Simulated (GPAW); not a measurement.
**Zn in GPAW: the effect of functional**

Crystal: Zn.

```
CELL_PARAMETERS angstrom
0.00000 1.96478 1.96478
1.96478 0.00000 1.96478
1.96478 1.96478 0.00000
ATOMIC_POSITIONS crystal
Zn 0.00000 0.00000 0.00000
```

This isn't the form of Zn at room conditions, which is hcp.

Alike in all runs:

| Quantity | Value |
| --- | --- |
| Program | GPAW 26.7.0 |
| Task | band structure |
| Cutoff | 600 eV |
| Basis | pw |
| k mesh | 12 × 12 × 12 |
| Occupations | fermi-dirac, width 0.05 eV |
| Spin | no spin polarisation |

One run gave: pressure -8.9 GPa. Which functional did it use?
A. RPBE
B. PBE
C. BLYP
D. revPBE
E. LDA

E.

```csv
functional,potentials or basis,pressure (GPa)
LDA,the program's PAW data sets (release 1.2.1) made for this functional,-8.9
PBE,GPAW PAW data sets (gpaw-data 1.2.1),-0.5
PBEsol,PAW data sets generated in the run's folder for this functional,-5.4
RPBE,the program's PAW data sets (release 1.2.1) made for this functional,2.8
revPBE,the program's PAW data sets (release 1.2.1) made for this functional,1.9
BLYP,PAW data sets generated in the run's folder for this functional,5.6
r2SCAN,GPAW PAW data sets (gpaw-data 1.2.1),-4.3
```

Caveats: the PAW data sets were made with another functional, which shifts forces and pressure a little (some runs).
